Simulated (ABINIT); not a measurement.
A run of ABINIT 10.8.3 (patched build) is set up as follows.

Contents of run.abi:

```
# Datasets
ndtset 3

# Pseudopotentials
pp_dirpath "./"
pseudos "Cu.upf, O.upf"

# Structure
acell 3*1.0 Angstrom
rprim
     2.3446500000    -1.7134000000     0.0000000000
     2.3446500000     1.7134000000     0.0000000000
    -0.8605543552     0.0000000000     5.0594363927
ntypat 2
znucl 29 8
natom 4
typat 1 1 2 2
chkprim 0
chksymtnons 0
tolsym 1.0e-6
xred
   0.4968000000   0.0032000000            1/2
   0.0032000000   0.4968000000            0.0
   0.4056000000   0.5714000000   0.7537000000
   0.5714000000   0.4056000000   0.2537000000

# Plane-wave basis
ecut 46.0

# k points
ngkpt 12 12 6
nshiftk 1
shiftk 0.0 0.0 0.0
istwfk *1

# Exchange and correlation
ixc 7

# Bands and occupations
occopt 3
tsmear 0.00183747

# SCF cycle
nstep 80

# Output
iomode 3
prteig 0
prtebands 0

# Dataset 1: ground state
nband1 30
tolvrs1 1.0e-12
prtden1 1
prtwf1 0
kptopt1 1

# Dataset 2: empty bands at fixed density
iscf2 -3
getden2 1
nband2 35
nbdbuf2 4
tolwfr2 1.0e-12
nstep2 120
prtden2 0
kptopt2 1

# Dataset 3: wave functions and velocity matrix elements in the full zone
optdriver3 8
wfk_task3 "wfk_optics_fullbz"
getwfk3 2
nband3 31
kptopt3 1
prtevk3 1
inclvkb3 2
```

Contents of optic.abi:

```
&FILES
 ddkfile_1 = 'runo_DS3_1_EVK.nc',
 ddkfile_2 = 'runo_DS3_2_EVK.nc',
 ddkfile_3 = 'runo_DS3_3_EVK.nc',
 wfkfile = 'runo_DS3_WFK.nc'
/
&PARAMETERS
 broadening = 0.003675,
 domega = 0.002,
 maxomega = 0.8,
 scissor = 0.000000,
 tolerance = 0.002
/
&COMPUTATIONS
 num_lin_comp = 3,
 lin_comp = 11,22,33,
 num_nonlin_comp = 0
/
```

Potentials or basis: PseudoDojo NC SR LDA v0.4.1 standard.

Launch:

```bash
$ mpirun --bind-to none -np 4 abinit run.abi > log 2>&1
$ optic optic.abi > optic.log 2>&1
```

**Question.** Estimate the pressure.

**Answer.** -9.7 GPa.

**Question.** What does it give for the largest force?

**Answer.** 0.802 eV/Å.

**Question.** Estimate the band gap on the k mesh.

**Answer.** None (metal or under the smearing width).

Stress tensor (GPa, compression positive):
```
-10.73   0.00  -0.15
  0.00  -5.88   0.00
 -0.15   0.00 -12.35
```

Caveat: the run has no spin polarisation, though such a crystal can be magnetic; semilocal functionals often make such compounds metallic where correlation or magnetic order opens a gap, which also shifts bond lengths. With open d or f shells a metallic result of LDA can be an artefact of self-interaction; +U or a hybrid may open a gap.
